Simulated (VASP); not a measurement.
# KZnF3: from the relaxed cell to its vibrations, part 2 of 2

What lattice, stiffness and vibrations does KZnF3 have at one level of theory? The starting structure is a measured crystal structure from the Crystallography Open Database. All runs use LDA.

VASP 6.6.1.

So far. Step 2 (Relaxation): The relaxed cell holds 12.624 Å³ an atom, with a = 3.982 Å (-1.7 % against the database cell). Pressures at 0.985 and 1.015 times this volume, from two more relaxations that aren't shown, give a bulk modulus of 94.8 GPa. Step 3 (Elastic constants): The elastic tensor has C11 = 168.5, C12 = 62.1, C44 = 35.6 GPa; its Hill averages are a bulk modulus of 97.5 and a shear modulus of 41.9 GPa.

**4. Modes of the relaxed cell**

Level of this step: LDA; plane waves and PAW (Zn, K_sv, F) (VASP).

Input file INCAR:

```
SYSTEM = KZnF3
PREC = Accurate
ENCUT = 560
EDIFF = 1E-08
NELM = 100
ISMEAR = 0
SIGMA = 0.03
LREAL = .FALSE.
ALGO = Normal
GGA = CA
NBANDS = 27
LORBIT = 11
LWAVE = .FALSE.
LCHARG = .FALSE.
KPAR = 8
IBRION = 8
LEPSILON = .TRUE.
LPEAD = .TRUE.
ISIF = 2
```

Input file POSCAR:

```
KZnF3
1.0
    3.9816217813      0.0000000000      0.0000000000
    0.0000000000      3.9816217813      0.0000000000
    0.0000000000      0.0000000000      3.9816217813
Zn K F
1 1 3
Direct
    0.5000000000      0.5000000000      0.5000000000
    0.0000000000      0.0000000000      0.0000000000
    0.5000000000      0.0000000000      0.5000000000
    0.0000000000      0.5000000000      0.5000000000
    0.5000000000      0.5000000000      0.0000000000
```

Input file KPOINTS:

```
Automatic mesh
0
Gamma
8 8 8
0 0 0
```

Potentials, in the order of the species: Zn, K_sv and F (LDA family, release 64).

Launch:

```console
mpirun -np 8 vasp_std
```

Log:

```text
[... set-up lines as in an earlier step ...]
 entering main loop
       N       E                     dE             d eps       ncg     rms          rms(c)
DAV:   1     0.471778921014E+03    0.47178E+03   -0.23602E+04  1890   0.201E+03
DAV:   2     0.192490360184E+02   -0.45253E+03   -0.43454E+03  2109   0.501E+02
DAV:   3    -0.240087748785E+02   -0.43258E+02   -0.42967E+02  2241   0.160E+02
DAV:   4    -0.251057682730E+02   -0.10970E+01   -0.10940E+01  2913   0.244E+01
[...]
DAV:  16    -0.231080815683E+02    0.41763E-06   -0.16023E-06  2155   0.995E-03    0.381E-03
DAV:  17    -0.231080813682E+02    0.20002E-06   -0.69786E-07  2508   0.786E-03    0.681E-04
DAV:  18    -0.231080813643E+02    0.39463E-08   -0.81252E-08  2700   0.523E-03
   1 F= -.23108081E+02 E0= -.23108081E+02  d E =-.268812E-29
 Linear response reoptimize wavefunctions to high precision
DAV:   1    -0.231080813661E+02   -0.18035E-08   -0.16734E-08  1899   0.179E-03
DAV:   2    -0.231080813661E+02   -0.17280E-10   -0.49436E-10  1230   0.174E-04
 Linear response to external field (no local field effect), progress :
[...]
RMM:  13    -0.529180157117E+00   -0.85567E-08   -0.26088E-08 15076   0.520E-04    0.597E-06
 first order change of Fermi-energy  -0.11048E-03
 force on displaced ion       3 direction 1 :  -1.821   0.000   0.000
 Born effective charge ion    3 direction 1 :  -0.905   0.000   0.000
 Linear response progress:
  Degree of freedom:   4/  4
       N       E                     dE             d eps       ncg     rms          rms(c)
RMM:   1    -0.534915039847E+00   -0.53492E+00    0.93106E-01  7574   0.392E+00
RMM:   2    -0.523463948506E+00    0.11451E-01   -0.11615E-02  6015   0.876E-01    0.143E-01
RMM:   3    -0.524811485801E+00   -0.13475E-02   -0.15174E-03  6697   0.217E-01    0.764E-02
RMM:   4    -0.526040871230E+00   -0.12294E-02   -0.37624E-04  6444   0.988E-02    0.142E-02
[...]
RMM:  13    -0.526056405307E+00   -0.85722E-08   -0.11235E-07  9011   0.497E-04    0.223E-06
RMM:  14    -0.526056393286E+00    0.12021E-07   -0.87008E-08  8762   0.481E-04    0.145E-06
RMM:  15    -0.526056392512E+00    0.77402E-09   -0.99533E-08  8629   0.473E-04    0.167E-06
 first order change of Fermi-energy   0.74290E-04
 force on displaced ion       3 direction 2 :   0.000 -12.817  -0.000
 Born effective charge ion    3 direction 2 :   0.000  -1.662   0.000
 Born effective charges drift removed
 Linear response finished
```

The job ended after 5.7 min (8 MPI ranks of Intel Xeon Platinum 8488C (Sapphire Rapids), shared host; peak memory 6.8 GiB; 46 min of CPU time).

OUTCAR, selected parts (step 4):

```text
  Total       -0.0081426     -0.0081426     -0.0081426      0.0000000      0.0000000     -0.0000000
  in kB       -0.2066784     -0.2066784     -0.2066784      0.0000000      0.0000000     -0.0000000
  external PRESSURE =      -0.2066784 kB  Pullay stress =       0.0000000 kB

 POSITION                                       TOTAL-FORCE (eV/Angst)
 -----------------------------------------------------------------------------------
      1.99081      1.99081      1.99081         0.000000      0.000000      0.000000
      0.00000      0.00000      0.00000         0.000000      0.000000      0.000000
      1.99081      0.00000      1.99081         0.000000      0.000000      0.000000
      0.00000      1.99081      1.99081         0.000000      0.000000      0.000000
      1.99081      1.99081      0.00000         0.000000      0.000000      0.000000
 -----------------------------------------------------------------------------------
    total drift:                                0.000000     -0.000000     -0.000000

 MACROSCOPIC STATIC DIELECTRIC TENSOR (including local field effects in DFT)
 ------------------------------------------------------
           2.433628     0.000000     0.000000
           0.000000     2.433628     0.000000
          -0.000000    -0.000000     2.433628
 ------------------------------------------------------

 MACROSCOPIC STATIC DIELECTRIC TENSOR IONIC CONTRIBUTION
 ------------------------------------------------------
           6.567063    -0.000000     0.000000
          -0.000000     6.567063    -0.000000
           0.000000    -0.000000     6.567063
 ------------------------------------------------------

[... 2 further parts left out ...]
```

The log as kept lacks single lines of electronic cycles.

The zone-centre modes at 12.624 Å³ an atom are T1u (3) 465.9, T1u (2) 181.3, T2u 145.5, T1u (1) 129.3 cm⁻¹.

**5. Modes at 0.97 of that volume**

Shape and positions were first relaxed at this volume, in a run that isn't shown.

INCAR is that of step 4.

Changes to POSCAR since step 4:

```diff
@@ -2,5 +2,5 @@
 1.0
-    3.9816217813      0.0000000000      0.0000000000
-    0.0000000000      3.9816217813      0.0000000000
-    0.0000000000      0.0000000000      3.9816217813
+    3.9414006296      0.0000000000      0.0000000000
+    0.0000000000      3.9414006296      0.0000000000
+    0.0000000000      0.0000000000      3.9414006296
 Zn K F
```

KPOINTS is that of step 4.

Launch:

```console
mpirun -np 8 vasp_std
```

Log:

```text
[... set-up lines as in an earlier step ...]
 entering main loop
       N       E                     dE             d eps       ncg     rms          rms(c)
DAV:   1     0.482247280922E+03    0.48225E+03   -0.23531E+04  1890   0.203E+03
DAV:   2     0.166070547978E+02   -0.46564E+03   -0.44894E+03  2184   0.507E+02
DAV:   3    -0.240278294669E+02   -0.40635E+02   -0.40368E+02  2286   0.157E+02
DAV:   4    -0.250565045775E+02   -0.10287E+01   -0.10263E+01  2907   0.234E+01
[...]
DAV:  16    -0.230865426901E+02    0.44318E-06   -0.32676E-06  2246   0.133E-02    0.161E-03
DAV:  17    -0.230865426775E+02    0.12587E-07   -0.11093E-07  2872   0.855E-03    0.389E-04
DAV:  18    -0.230865426784E+02   -0.96679E-09   -0.39720E-08  1996   0.367E-03
   1 F= -.23086543E+02 E0= -.23086543E+02  d E =-.342673E-23
 Linear response reoptimize wavefunctions to high precision
DAV:   1    -0.230865426796E+02   -0.11541E-08   -0.10864E-08  1835   0.152E-03
DAV:   2    -0.230865426797E+02   -0.10732E-09   -0.64700E-10  1215   0.185E-04
[...]
RMM:  14    -0.528776485898E+00    0.37122E-09   -0.20286E-08 14839   0.368E-04    0.402E-06
 first order change of Fermi-energy  -0.30616E+00
 force on displaced ion       3 direction 1 :  -1.746   0.000   0.000
 Born effective charge ion    3 direction 1 :  -0.909   0.000   0.000
 Linear response progress:
  Degree of freedom:   4/  4
       N       E                     dE             d eps       ncg     rms          rms(c)
RMM:   1    -0.535730771872E+00   -0.53573E+00    0.92887E-01  7578   0.394E+00
RMM:   2    -0.522988880671E+00    0.12742E-01   -0.12074E-02  6027   0.904E-01    0.148E-01
RMM:   3    -0.524371700501E+00   -0.13828E-02   -0.16133E-03  6724   0.223E-01    0.792E-02
RMM:   4    -0.525625062060E+00   -0.12534E-02   -0.38350E-04  6426   0.997E-02    0.144E-02
[...]
RMM:   9    -0.525639314751E+00   -0.42802E-06   -0.17915E-07  8867   0.108E-03    0.385E-05
RMM:  10    -0.525639162627E+00    0.15212E-06   -0.37999E-08  8882   0.679E-04    0.701E-06
RMM:  11    -0.525639160134E+00    0.24922E-08   -0.76958E-08  9070   0.503E-04    0.827E-06
 first order change of Fermi-energy   0.28849E-01
 force on displaced ion       3 direction 2 :   0.000 -14.718   0.000
 Born effective charge ion    3 direction 2 :   0.000  -1.645   0.000
 Born effective charges drift removed
 Linear response finished
```

Run time: 6.3 min. Hardware: 8 MPI ranks; peak memory 6.5 GiB; 51 min of CPU time.

From OUTCAR (step 5):

```text
  Total        1.1936654      1.1936654      1.1936654      0.0000000      0.0000000      0.0000000
  in kB       31.2349944     31.2349944     31.2349944      0.0000000      0.0000000      0.0000000
  external PRESSURE =      31.2349944 kB  Pullay stress =       0.0000000 kB

 POSITION                                       TOTAL-FORCE (eV/Angst)
 -----------------------------------------------------------------------------------
      1.97070      1.97070      1.97070         0.000000      0.000000      0.000000
      0.00000      0.00000      0.00000         0.000000      0.000000      0.000000
      1.97070      0.00000      1.97070         0.000000      0.000000      0.000000
      0.00000      1.97070      1.97070         0.000000      0.000000      0.000000
      1.97070      1.97070      0.00000         0.000000      0.000000      0.000000
 -----------------------------------------------------------------------------------
    total drift:                                0.000000      0.000000     -0.000000

 MACROSCOPIC STATIC DIELECTRIC TENSOR (including local field effects in DFT)
 ------------------------------------------------------
           2.442815     0.000000     0.000000
           0.000000     2.442815     0.000000
           0.000000     0.000000     2.442815
 ------------------------------------------------------

 MACROSCOPIC STATIC DIELECTRIC TENSOR IONIC CONTRIBUTION
 ------------------------------------------------------
           5.988410     0.000000    -0.000000
           0.000000     5.988410    -0.000000
          -0.000000    -0.000000     5.988410
 ------------------------------------------------------

[... 1 part as in an earlier step ...]

[... 1 further part left out ...]
```

The zone-centre modes at 12.246 Å³ an atom are T1u (3) 500.4, T1u (2) 177.6, T2u 139.7, T1u (1) 139.9 cm⁻¹.

**6. Modes at 1.03 of that volume**

Shape and positions were first relaxed at this volume, in a run that isn't shown.

INCAR is that of step 5.

Changes to POSCAR since step 5:

```diff
@@ -2,5 +2,5 @@
 1.0
-    3.9414006296      0.0000000000      0.0000000000
-    0.0000000000      3.9414006296      0.0000000000
-    0.0000000000      0.0000000000      3.9414006296
+    4.0210463431      0.0000000000      0.0000000000
+    0.0000000000      4.0210463431      0.0000000000
+    0.0000000000      0.0000000000      4.0210463431
 Zn K F
```

KPOINTS is that of step 5.

Launch:

```console
mpirun -np 8 vasp_std
```

Log:

```text
[... set-up lines as in an earlier step ...]
 entering main loop
       N       E                     dE             d eps       ncg     rms          rms(c)
DAV:   1     0.470955510177E+03    0.47096E+03   -0.23387E+04  1898   0.199E+03
DAV:   2     0.183418507220E+02   -0.45261E+03   -0.43442E+03  2112   0.498E+02
DAV:   3    -0.240290669104E+02   -0.42371E+02   -0.42079E+02  2262   0.158E+02
DAV:   4    -0.251333797397E+02   -0.11043E+01   -0.11013E+01  2953   0.241E+01
[...]
DAV:  17    -0.230952951945E+02    0.11363E-06   -0.32275E-07  2263   0.488E-03    0.967E-04
DAV:  18    -0.230952951796E+02    0.14879E-07   -0.47649E-08  2439   0.426E-03    0.274E-04
DAV:  19    -0.230952951797E+02   -0.61846E-10   -0.10508E-08  1348   0.946E-04
   1 F= -.23095295E+02 E0= -.23095295E+02  d E =-.558249E-18
 Linear response reoptimize wavefunctions to high precision
DAV:   1    -0.230952951793E+02    0.37016E-09   -0.43982E-09  1302   0.201E-03
DAV:   2    -0.230952951796E+02   -0.25466E-09   -0.19317E-09  1224   0.310E-04
[...]
RMM:  14    -0.529350049596E+00   -0.26227E-09   -0.63389E-08 14827   0.268E-04    0.108E-06
 first order change of Fermi-energy  -0.25305E-03
 force on displaced ion       3 direction 1 :  -1.825   0.000   0.000
 Born effective charge ion    3 direction 1 :  -0.901   0.000   0.000
 Linear response progress:
  Degree of freedom:   4/  4
       N       E                     dE             d eps       ncg     rms          rms(c)
RMM:   1    -0.533245128807E+00   -0.53325E+00    0.94400E-01  7559   0.390E+00
RMM:   2    -0.523728360699E+00    0.95168E-02   -0.11345E-02  6042   0.854E-01    0.139E-01
RMM:   3    -0.525017698416E+00   -0.12893E-02   -0.14022E-03  6646   0.207E-01    0.740E-02
RMM:   4    -0.526222443580E+00   -0.12047E-02   -0.37493E-04  6451   0.985E-02    0.139E-02
[...]
RMM:  12    -0.526233933732E+00    0.48781E-07   -0.99577E-08  8871   0.291E-04    0.366E-06
RMM:  13    -0.526233953617E+00   -0.19885E-07    0.23779E-08  8883   0.254E-04    0.130E-06
RMM:  14    -0.526233946405E+00    0.72121E-08   -0.30501E-08  8623   0.236E-04    0.628E-07
 first order change of Fermi-energy   0.22139E-04
 force on displaced ion       3 direction 2 :   0.000 -11.089  -0.000
 Born effective charge ion    3 direction 2 :   0.000  -1.679   0.000
 Born effective charges drift removed
 Linear response finished
```

It took 5.3 min on 8 MPI ranks; peak memory 6.9 GiB; 42 min of CPU time.

From OUTCAR (step 6):

```text
  Total       -1.0842004     -1.0842004     -1.0842004      0.0000000      0.0000000     -0.0000000
  in kB      -26.7179357    -26.7179357    -26.7179357      0.0000000      0.0000000     -0.0000000
  external PRESSURE =     -26.7179357 kB  Pullay stress =       0.0000000 kB

 POSITION                                       TOTAL-FORCE (eV/Angst)
 -----------------------------------------------------------------------------------
      2.01052      2.01052      2.01052         0.000000      0.000000      0.000000
      0.00000      0.00000      0.00000         0.000000      0.000000      0.000000
      2.01052      0.00000      2.01052         0.000000      0.000000      0.000000
      0.00000      2.01052      2.01052         0.000000      0.000000      0.000000
      2.01052      2.01052      0.00000         0.000000      0.000000      0.000000
 -----------------------------------------------------------------------------------
    total drift:                                0.000000     -0.000000     -0.000000

 MACROSCOPIC STATIC DIELECTRIC TENSOR (including local field effects in DFT)
 ------------------------------------------------------
           2.425612    -0.000000    -0.000000
          -0.000000     2.425612     0.000000
           0.000000     0.000000     2.425612
 ------------------------------------------------------

 MACROSCOPIC STATIC DIELECTRIC TENSOR IONIC CONTRIBUTION
 ------------------------------------------------------
           7.452177    -0.000000    -0.000000
          -0.000000     7.452177     0.000000
          -0.000000     0.000000     7.452177
 ------------------------------------------------------

[... 1 part as in an earlier step ...]

[... 1 further part left out ...]
```

The zone-centre modes at 13.003 Å³ an atom are T1u (3) 432.6, T1u (2) 182.9, T2u 146.7, T1u (1) 118.1 cm⁻¹.

**7. The runs compared**

| run | volume (Å³/atom) | T1u (3) | T1u (2) | T2u | T1u (1) | core minutes |
| --- | --- | --- | --- | --- | --- | --- |
| relaxation | 12.624 | - | - | - | - | 2.64 |
| elastic constants | 12.624 | - | - | - | - | 67.7 |
| modes of the relaxed cell | 12.624 | 465.9 | 181.3 | 145.5 | 129.3 | 45.9 |
| modes at 0.97 of that volume | 12.246 | 500.4 | 177.6 | 139.7 | 139.9 | 50.7 |
| modes at 1.03 of that volume | 13.003 | 432.6 | 182.9 | 146.7 | 118.1 | 42.5 |

Modes are in cm⁻¹, degenerate ones as one, matched by symmetry and order. A number in brackets counts the listed modes of one symmetry from the lowest. The symmetry labels come from an automatic analysis and can be wrong where levels nearly coincide. Core minutes are wall time times ranks of the run shown, on a shared host.

**8. What came out**

```
relaxed volume                 : 12.62 Å³/atom
bulk modulus from two volumes  : 94.8 GPa
Hill shear modulus             : 41.9 GPa
mode T1u (3)                   : 465.9 cm⁻¹
mode T1u (2)                   : 181.3 cm⁻¹
mode T2u                       : 145.5 cm⁻¹
mode T1u (1)                   : 129.3 cm⁻¹
Grüneisen parameter of T1u (3) : 2.43
Grüneisen parameter of T1u (2) : -0.49
```

**Reading.** At the LDA level KZnF3 relaxes to 12.62 Å³ an atom. The bulk modulus is 94.8 GPa from the pressures at two volumes and 97.5 GPa as the Hill average of the elastic tensor, so the two routes agree. The mode Grüneisen parameters, from the cells at 0.97 and 1.03 of the volume, run from -0.49 (T1u (2)) to 2.43 (T1u (3)). Levels that come within 1 cm⁻¹ of another or under 2 cm⁻¹, or whose frequency doesn't run one way with the volume, are left out of this. The dielectric constants and Born charges in the logs aren't compared here; at a small gap they can be far off, and in a run without a gap they mean nothing. The frequencies are harmonic, and the splitting of polar modes by their long-range field is left out. All values are for a static lattice. Further runs on this material are not shown.

[Lines on the potential files, build, host, timing and source positions are cut from VASP's logs without a mark.]

[Logs are printed without paths, hosts, clocks, repeated set-up lines and the standing remarks that a program may print on its own settings, such as how far it seeks lower states.]

[Hosts, paths, dates, database ids (printed as entryN), source tags and the programs' standing remarks are cut or masked in the printed files.]
